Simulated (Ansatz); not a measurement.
# Al2O3: the cost of one run

Program: Ansatz 0.2.0. Level of theory: DFT PBE+D3(BJ), scalar-relativistic, plane waves, PAW. These are calculated values, not measurements.

## Step 1: Starting point

Symmetry: P6_3/mmc, No. 194, hexagonal system. The conventional cell has a = 2.961 Å, b = 2.961 Å, c = 14.091 Å, α = 90.00°, β = 90.00°, γ = 120.00°. Al (site symmetry 3m) is surrounded by 6 O at 1.97 to 2.11 Å. O (site symmetry -3m) has 6 Al at 2.11 Å as nearest neighbours. O (site symmetry 3m) is surrounded by 3 Al at 1.97 Å.

Coordinates:

```xyz
10
Lattice="2.9613 0.0000 0.0000 -1.4807 2.5646 0.0000 0.0000 0.0000 14.0911" Properties=species:S:1:pos:R:3 pbc="T T T"
Al    1.4807    0.8549    1.2295
Al    0.0000    1.7097   12.8616
Al    0.0000    1.7097    8.2751
Al    1.4807    0.8549    5.8160
O     0.0000    0.0000    0.0000
O     0.0000    1.7097    2.2178
O     1.4807    0.8549   11.8733
O     0.0000    0.0000    7.0456
O     1.4807    0.8549    9.2633
O     0.0000    1.7097    4.8278
```

Recipe of the guess: sheets of the Ni2O3 type stacked in turn (P6_3/mmc, No. 194). The dimensions are guesses.

## Step 2: Probe: one point on a coarse mesh

File input.yaml:

```yaml
crystal:
  lattice:
    - [2.96131882, 0.0, 0.0]
    - [-1.48065941, 2.56457733, 0.0]
    - [0.0, 0.0, 14.09110529]
  atoms:
    - { symbol: Al, position: [0.66666667, 0.33333333, 0.08725586] }
    - { symbol: Al, position: [0.33333333, 0.66666667, 0.91274414] }
    - { symbol: Al, position: [0.33333333, 0.66666667, 0.58725586] }
    - { symbol: Al, position: [0.66666667, 0.33333333, 0.41274414] }
    - { symbol: O, position: [0.0, 0.0, 0.0] }
    - { symbol: O, position: [0.33333333, 0.66666667, 0.15738839] }
    - { symbol: O, position: [0.66666667, 0.33333333, 0.84261161] }
    - { symbol: O, position: [0.0, 0.0, 0.5] }
    - { symbol: O, position: [0.66666667, 0.33333333, 0.65738839] }
    - { symbol: O, position: [0.33333333, 0.66666667, 0.34261161] }
basis:
  ecutwfc: 420
kpoints:
  mp_grid: { grid: [6, 6, 2] }
hamiltonian:
  xc: pbe
  dispersion: d3bj
scf:
  occupations: { method: gaussian, width: 0.1 }
  lower_state_search: "off"
output:
  forces: true
  stress: true
  eigenvalues: true
```

The run is started by

```bash
$ ansatz run input.yaml --threads 1 --pin off --max-ram 2048MiB --backend cpu --events-out ev --progress --plain --runs-dir out
```

What time and memory should one allow on 1 thread of AMD EPYC 9R45 (Zen 5), shared host?

About 1.2 s, with a peak of 0.37 GiB.
